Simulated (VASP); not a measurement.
# Mg2Si (Fm-3m) in VASP: band structure with LDA

Aim: the band structure of Mg2Si with LDA.

Program: VASP 6.6.1. These are calculated values, not measurements. Logs are shortened: lines on timing, memory, paths and dates and some standing lists are left out, and cuts for length are marked.

## Step 1: The crystal as given

Symmetry: Fm-3m, No. 225, cubic system. The conventional cell has a = 6.250 Å, b = 6.250 Å, c = 6.250 Å, α = 90.00°, β = 90.00°, γ = 90.00°. Around Si (site symmetry m-3m) lie 8 Mg at 2.71 Å. Mg (site symmetry -43m) has 4 Si at 2.71 Å as nearest neighbours.

The cell was built by a generator and needn't be a form met in nature.

## Step 2: Band structure, LDA

INCAR reads:

```
PREC = Accurate
ENCUT = 520
EDIFF = 1E-7
ISMEAR = 0
SIGMA = 0.02
LREAL = False
LASPH = True
NELM = 100
ALGO = Normal
ISIF = 2
LWAVE = False
LCHARG = False
NBANDS = 11
```

KPOINTS reads:

```
regular mesh
0
Gamma
  8 8 8
```

POSCAR reads:

```
Mg2Si                                   
1.0
    0.0000000000      3.1250583703      3.1250583703
    3.1250583703      0.0000000000      3.1250583703
    3.1250583703      3.1250583703      0.0000000000
  Si              Mg            
     1     2
Direct
     0.0000000000000000    0.0000000000000000    0.0000000000000000
     0.2500000000000000    0.2500000000000000    0.2500000000000000
     0.7500000000000000    0.7500000000000000    0.7500000000000000
```

KPOINTS_OPT reads:

```
path GXWKGLUWLK,UX
20
line-mode
reciprocal
 0.0000000000  0.0000000000  0.0000000000  G
 0.5000000000  0.0000000000  0.5000000000  X

 0.5000000000  0.0000000000  0.5000000000  X
 0.5000000000  0.2500000000  0.7500000000  W

 0.5000000000  0.2500000000  0.7500000000  W
 0.3750000000  0.3750000000  0.7500000000  K

 0.3750000000  0.3750000000  0.7500000000  K
 0.0000000000  0.0000000000  0.0000000000  G

 0.0000000000  0.0000000000  0.0000000000  G
 0.5000000000  0.5000000000  0.5000000000  L

 0.5000000000  0.5000000000  0.5000000000  L
 0.6250000000  0.2500000000  0.6250000000  U

 0.6250000000  0.2500000000  0.6250000000  U
 0.5000000000  0.2500000000  0.7500000000  W

 0.5000000000  0.2500000000  0.7500000000  W
 0.5000000000  0.5000000000  0.5000000000  L

 0.5000000000  0.5000000000  0.5000000000  L
 0.3750000000  0.3750000000  0.7500000000  K

 0.6250000000  0.2500000000  0.6250000000  U
 0.5000000000  0.0000000000  0.5000000000  X
```

Potentials or basis: VASP PAW LDA potentials, release 64 (Si, Mg).

The run is started by

```bash
> cat potpaw_LDA.64/Si/POTCAR potpaw_LDA.64/Mg/POTCAR > POTCAR
> mpirun -np 1 vasp_std > vasp.out
```

OUTCAR:

```text
PREC = Accurate
   ENCUT = 520
   EDIFF = 1E-7
   ISMEAR = 0
   LREAL = False
   LASPH = True
   NELM = 100
   ISIF = 2

 ion  position               nearest neighbor table
   1  0.000  0.000  0.000-   2 2.71   3 2.71   3 2.71   3 2.71   3 2.71   2 2.71   2 2.71   2 2.71

   2  0.250  0.250  0.250-   1 2.71   1 2.71   1 2.71   1 2.71   3 3.13   3 3.13   3 3.13   3 3.13
                             3 3.13   3 3.13
   3  0.750  0.750  0.750-   1 2.71   1 2.71   1 2.71   1 2.71   2 3.13   2 3.13   2 3.13   2 3.13
                             2 3.13   2 3.13

  LATTYP: Found a face centered cubic cell.
 ALAT       =     6.2501167406

  Lattice vectors:

 A1 = (   0.0000000000,   3.1250583703,   3.1250583703)
 A2 = (   3.1250583703,   0.0000000000,   3.1250583703)
 A3 = (   3.1250583703,   3.1250583703,   0.0000000000)

Analysis of symmetry for initial positions (statically):
=====================================================================
 Subroutine PRICEL returns:
 Original cell was already a primitive cell.

 Routine SETGRP: Setting up the symmetry group for a
 face centered cubic supercell.

 Subroutine GETGRP returns: Found 48 space group operations
 (whereof 48 operations were pure point group operations)
 out of a pool of 48 trial point group operations.

The static configuration has the point symmetry O_h .

Analysis of symmetry for dynamics (positions and initial velocities):
=====================================================================
 Subroutine PRICEL returns:
 Original cell was already a primitive cell.

 Routine SETGRP: Setting up the symmetry group for a
 face centered cubic supercell.

 Subroutine GETGRP returns: Found 48 space group operations
 (whereof 48 operations were pure point group operations)
 out of a pool of 48 trial point group operations.

The dynamic configuration has the point symmetry O_h .

 Subroutine INISYM returns: Found 48 space group operations
 (whereof 48 operations are pure point group operations),
 and found     1 'primitive' translations

----------------------------------------------------------------------------------------

                                     Primitive cell

  volume of cell :      61.0386

  direct lattice vectors                    reciprocal lattice vectors
     0.000000000  3.125058370  3.125058370    -0.159997011  0.159997011  0.159997011
     3.125058370  0.000000000  3.125058370     0.159997011 -0.159997011  0.159997011
     3.125058370  3.125058370  0.000000000     0.159997011  0.159997011 -0.159997011

  length of vectors
     4.419499930  4.419499930  4.419499930     0.277122953  0.277122953  0.277122953

  position of ions in fractional coordinates (direct lattice)
     0.000000000  0.000000000  0.000000000
     0.250000000  0.250000000  0.250000000
     0.750000000  0.750000000  0.750000000

  ion indices of the primitive-cell ions
   primitive index   ion index
                 1           1
                 2           2
                 3           3

----------------------------------------------------------------------------------------

 KPOINTS: regular mesh

Automatic generation of k-mesh.
 Grid dimensions read from file:
 generate k-points for:    8    8    8

 Generating k-lattice:

  Cartesian coordinates                     Fractional coordinates (reciprocal lattice)
    -0.019999626  0.019999626  0.019999626     0.125000000  0.000000000  0.000000000
     0.019999626 -0.019999626  0.019999626     0.000000000  0.125000000  0.000000000
     0.019999626  0.019999626 -0.019999626     0.000000000  0.000000000  0.125000000

  Length of vectors
     0.034640369  0.034640369  0.034640369

  Shift w.r.t. Gamma in fractional coordinates (k-lattice)
     0.000000000  0.000000000  0.000000000

 Subroutine IBZKPT returns following result:
 ===========================================

 Found     29 irreducible k-points:

 Following reciprocal coordinates:
            Coordinates               Weight
  0.000000  0.000000  0.000000      1.000000
  0.125000  0.000000  0.000000      8.000000
  0.250000  0.000000  0.000000      8.000000
  0.375000  0.000000  0.000000      8.000000
  0.500000  0.000000  0.000000      4.000000
  0.125000  0.125000  0.000000      6.000000
[... 16 lines left out ...]
  0.500000  0.250000  0.125000     48.000000
 -0.375000  0.250000  0.125000     24.000000
 [... further k-points ...]
   k-points           NKPTS =     29   k-points in BZ     NKDIM =     29   number of bands    NBANDS=     11
   number of dos      NEDOS =    301   number of ions     NIONS =      3
   total plane-waves  NPLWV =  46656
   dimension x,y,z NGX =    36 NGY =   36 NGZ =   36
   dimension x,y,z NGXF=    72 NGYF=   72 NGZF=   72
   ions per type =               1   2
   NGX,Y,Z   is equivalent  to a cutoff of  13.54, 13.54, 13.54 a.u.
   NGXF,Y,Z  is equivalent  to a cutoff of  27.08, 27.08, 27.08 a.u.
 SYSTEM =  unknown system
   PREC   = accura    normal or accurate (medium, high low for compatibility)
   ISTART =      0    job   : 0-new  1-cont  2-samecut
   ICHARG =      2    charge: 1-file 2-atom 10-const
   ISPIN  =      1    spin polarized calculation?
   LNONCOLLINEAR =      F non collinear calculations
   LSORBIT =      F    spin-orbit coupling
   LASPH  =      T    aspherical Exc in radial PAW
   ENCUT  =  520.0 eV  38.22 Ry    6.18 a.u.   8.22  8.22  8.22*2*pi/ulx,y,z
   NELM   =    100;   NELMIN=  2; NELMDL= -5     # of ELM steps
   EDIFF  = 0.1E-06   stopping-criterion for ELM
   LREAL  =      F    real-space projection
   EDIFFG = 0.1E-05   stopping-criterion for IOM
   NSW    =      0    number of steps for IOM
   IBRION =     -1    ionic relax: 0-MD 1-quasi-New 2-CG
   NFREE  =      0    steps in history (QN), initial steepest desc. (CG)
   ISIF   =      2    stress and relaxation
   ISYM   =      2    0-nonsym 1-usesym 2-fastsym
   POTIM  = 0.5000    time-step for ionic-motion
   TEBEG  =    0.0;   TEEND  =   0.0 temperature during run
   PSTRESS=    0.0 pullay stress
   NELECT =       8.0000    total number of electrons
   NUPDOWN=      -1.0000    fix difference up-down
   EMIN   =  10.00;   EMAX   =-10.00  energy-range for DOS
   EFERMI =   0.00;   METHOD = LEGACY
   ISMEAR =     0;   SIGMA  =   0.02  broadening in eV -4-tet -1-fermi 0-gaus
   EFERMI_NEDOS =   21; number of points for ismear=-14 and -15
   IALGO  =     38    algorithm
   IMIX   =      4    mixing-type and parameters
     AMIX     =   0.40;   BMIX     =  1.00
     AMIX_MAG =   1.60;   BMIX_MAG =  1.00
  volume/ion in A,a.u.               =      20.35       137.30
  Fermi-wavevector in a.u.,A,eV,Ry     =   0.831579  1.571456  9.408744  0.691523
  Thomas-Fermi vector in A             =   1.944489
   LORBIT       =      0    0 simple, 1 ext, 2 COOP (PROOUT), +10 PAW based schemes
   GGA     = CA    functional components
   LHFCALC =     F    Hartree Fock is set to
   AEXX    =    0.0000 exact exchange contribution
   IVDW    =     0    specifies the selected vdW correction
   LEPSILON=     F    determine dielectric tensor
   LRPA    =     F    only Hartree local field effects (RPA)
 non-spin polarized calculation
 Gauss-broadening in eV      SIGMA  =   0.02
  energy-cutoff  :      520.00
  volume of cell :       61.04
 maximum number of plane-waves:      1676
 NGX is ok and might be reduce to    36
   NGX = 17   NGY = 17   NGZ = 17

 number of electron       8.0000000 magnetization

 Free energy of the ion-electron system (eV)
  ---------------------------------------------------
  ext. energy  EPLUGINS =         0.00000000
  ---------------------------------------------------
  free energy    TOTEN  =       -10.12958637 eV

  energy without entropy =      -10.12958622  energy(sigma->0) =      -10.12958629

 E-fermi :   3.8416     XC(G=0):  -9.1481

 val. band max:        3.7894418646   @ k =   0.0000   0.0000   0.0000
 cond. band min:       3.8937420578   @ k =   0.5000   0.5000   0.0000
 fundamental gap:      0.1043001932
 Fermi energy:         3.8415920826

 k-point     1 :       0.0000    0.0000    0.0000
  band No.  band energies     occupation
      1      -5.5420      2.00000
      2       3.7894      1.99977
      3       3.7894      1.99977
      4       3.7894      1.99977
      5       5.8233      0.00000
      6       6.3609      0.00000
      7       6.3609      0.00000
      8       6.3609      0.00000
      9       9.4807      0.00000
     10       9.4807      0.00000
     11      10.4849      0.00000

 k-point     2 :       0.1250    0.0000    0.0000
  band No.  band energies     occupation
      1      -5.3950      2.00000
      2       2.6125      2.00000
      3       3.6280      2.00000
      4       3.6280      2.00000
      5       5.9129      0.00000
      6       6.6446      0.00000
      7       6.6446      0.00000
      8       7.1942      0.00000
      9       8.8719      0.00000
     10       8.8719      0.00000
     11      10.6703      0.00000

 k-point     3 :       0.2500    0.0000    0.0000
  band No.  band energies     occupation
      1      -4.9750      2.00000
      2       0.9163      2.00000
      3       3.3426      2.00000
      4       3.3426      2.00000
      5       5.5171      0.00000
      6       6.8154      0.00000
      7       6.8154      0.00000
      8       8.7548      0.00000
      9       8.8711      0.00000
     10       8.8711      0.00000
     11      10.1150      0.00000

 k-point     4 :       0.3750    0.0000    0.0000
  band No.  band energies     occupation
      1      -4.3858      2.00000
      2      -0.5047      2.00000
      3       3.1368      2.00000
      4       3.1368      2.00000
      5       5.2210      0.00000
      6       6.4864      0.00000
      7       6.4864      0.00000
      8       8.9816      0.00000
      9      10.1492      0.00000
     10      10.1492      0.00000
     11      11.1317      0.00000

 k-point     5 :       0.5000    0.0000    0.0000
  band No.  band energies     occupation
      1      -4.0251      2.00000
      2      -1.1498      2.00000
      3       3.0660      2.00000
      4       3.0660      2.00000
      5       5.1188      0.00000
      6       6.3226      0.00000
      7       6.3226      0.00000
      8       8.8282      0.00000
      9      11.9054      0.00000
     10      11.9054      0.00000
     11      12.1541      0.00000
[... 211 lines left out ...]
 k-point    21 :       0.5000    0.5000    0.0000
  band No.  band energies     occupation
      1      -3.4288      2.00000
      2      -0.7978      2.00000
      3       1.7721      2.00000
      4       1.7721      2.00000
      5       3.8937      0.00023
      6       4.1674      0.00000
      7      11.8850      0.00000
      8      11.8850      0.00000
      9      12.3374      0.00000
     10      12.3374      0.00000
     11      12.9414      0.00000

 k-point    22 :       0.3750    0.2500    0.1250
  band No.  band energies     occupation
      1      -4.6162      2.00000
      2       0.7785      2.00000
      3       1.8128      2.00000
      4       2.8476      2.00000
      5       6.0245      0.00000
      6       6.2384      0.00000
      7       7.0578      0.00000
      8       8.4595      0.00000
      9       9.1973      0.00000
     10      11.4709      0.00000
     11      12.3682      0.00000

 k-point    23 :       0.5000    0.2500    0.1250
  band No.  band energies     occupation
      1      -4.0687      2.00000
      2      -0.2137      2.00000
      3       1.3182      2.00000
      4       2.4448      2.00000
      5       5.9221      0.00000
      6       6.4918      0.00000
      7       7.4749      0.00000
      8       8.5086      0.00000
      9      10.2754      0.00000
     10      11.6689      0.00000
     11      12.1606      0.00000

 k-point    24 :      -0.3750    0.2500    0.1250
  band No.  band energies     occupation
      1      -3.7469      2.00000
      2      -0.7502      2.00000
      3       1.2235      2.00000
      4       2.2558      2.00000
      5       5.9236      0.00000
      6       6.2313      0.00000
      7       8.3785      0.00000
      8       8.9261      0.00000
      9       9.7351      0.00000
     10      11.3993      0.00000
     11      12.7629      0.00000

 [... further k-points ...]

------------------------ aborting loop because EDIFF is reached ----------------------------------------

  FORCE on cell =-STRESS in cart. coord.  units (eV):
  Direction    XX          YY          ZZ          XY          YZ          ZX
  --------------------------------------------------------------------------------------
  -------------------------------------------------------------------------------------
  Total       -0.0003117     -0.0003117     -0.0003117     -0.0000000     -0.0000000      0.0000000
  in kB       -0.0081808     -0.0081808     -0.0081808     -0.0000000     -0.0000000      0.0000000
  external PRESSURE =      -0.0081808 kB  Pullay stress =       0.0000000 kB

 VOLUME and BASIS-vectors are now :
 -----------------------------------------------------------------------------
  energy-cutoff  :      520.00
  volume of cell :       61.04
      direct lattice vectors                 reciprocal lattice vectors
     0.000000000  3.125058370  3.125058370    -0.159997011  0.159997011  0.159997011
     3.125058370  0.000000000  3.125058370     0.159997011 -0.159997011  0.159997011
     3.125058370  3.125058370  0.000000000     0.159997011  0.159997011 -0.159997011

 POSITION                                       TOTAL-FORCE (eV/Angst)
 -----------------------------------------------------------------------------------
      0.00000      0.00000      0.00000        -0.000000     -0.000000      0.000000
      1.56253      1.56253      1.56253         0.000000      0.000000     -0.000000
      4.68759      4.68759      4.68759        -0.000000     -0.000000     -0.000000
 -----------------------------------------------------------------------------------
    total drift:                               -0.000000     -0.000000     -0.000000

  FREE ENERGIE OF THE ION-ELECTRON SYSTEM (eV)
  ---------------------------------------------------
  free  energy   TOTEN  =       -10.1295863672 eV

  energy  without entropy=      -10.1295862198  energy(sigma->0) =      -10.12958629
```

Wall time 44 s (1 thread of Intel Xeon Platinum 8488C (Sapphire Rapids), shared host); peak memory 0.19 GiB.

Results:

| Quantity | Value |
| --- | --- |
| Free energy | -10.1296 eV |
| Pressure | 0.0 GPa |
| Band gap on the k mesh | 0.10 eV, indirect (least direct gap 2.03 eV) |
| Band gap along the path | 0.10 eV, indirect (least direct gap 2.03 eV) |

Levels at the corners of the path, in eV from the valence-band top:
| point | band 1 | band 2 | band 3 | band 4 | band 5 | band 6 | band 7 | band 8 |
| --- | --- | --- | --- | --- | --- | --- | --- | --- |
| Γ | -9.33 | 0.00 | 0.00 | 0.00 | 2.03 | 2.57 | 2.57 | 2.57 |
| X | -7.22 | -4.59 | -2.02 | -2.02 | 0.10 | 0.38 | 8.10 | 8.10 |
| X | -7.22 | -4.59 | -2.02 | -2.02 | 0.10 | 0.38 | 8.10 | 8.10 |
| W | -7.16 | -3.73 | -3.73 | -2.78 | 2.66 | 3.62 | 3.62 | 3.97 |
| W | -7.16 | -3.73 | -3.73 | -2.78 | 2.66 | 3.62 | 3.62 | 3.97 |
| K | -7.24 | -4.15 | -3.58 | -1.69 | 0.64 | 3.01 | 5.94 | 6.19 |
| K | -7.24 | -4.15 | -3.58 | -1.69 | 0.64 | 3.01 | 5.94 | 6.19 |
| Γ | -9.33 | 0.00 | 0.00 | 0.00 | 2.03 | 2.57 | 2.57 | 2.57 |
| Γ | -9.33 | 0.00 | 0.00 | 0.00 | 2.03 | 2.57 | 2.57 | 2.57 |
| L | -7.81 | -4.94 | -0.72 | -0.72 | 1.33 | 2.53 | 2.53 | 5.04 |
| L | -7.81 | -4.94 | -0.72 | -0.72 | 1.33 | 2.53 | 2.53 | 5.04 |
| U | -7.24 | -4.15 | -3.58 | -1.69 | 0.64 | 3.01 | 5.94 | 6.19 |
| U | -7.24 | -4.15 | -3.58 | -1.69 | 0.64 | 3.01 | 5.94 | 6.19 |
| W | -7.16 | -3.73 | -3.73 | -2.78 | 2.66 | 3.62 | 3.62 | 3.97 |
| W | -7.16 | -3.73 | -3.73 | -2.78 | 2.66 | 3.62 | 3.62 | 3.97 |
| L | -7.81 | -4.94 | -0.72 | -0.72 | 1.33 | 2.53 | 2.53 | 5.04 |
| L | -7.81 | -4.94 | -0.72 | -0.72 | 1.33 | 2.53 | 2.53 | 5.04 |
| K | -7.24 | -4.15 | -3.58 | -1.69 | 0.64 | 3.01 | 5.94 | 6.19 |
| U | -7.24 | -4.15 | -3.58 | -1.69 | 0.64 | 3.01 | 5.94 | 6.19 |
| X | -7.22 | -4.59 | -2.02 | -2.02 | 0.10 | 0.38 | 8.10 | 8.10 |

A hybrid or GW would open this gap; LDA tends to underestimate it.
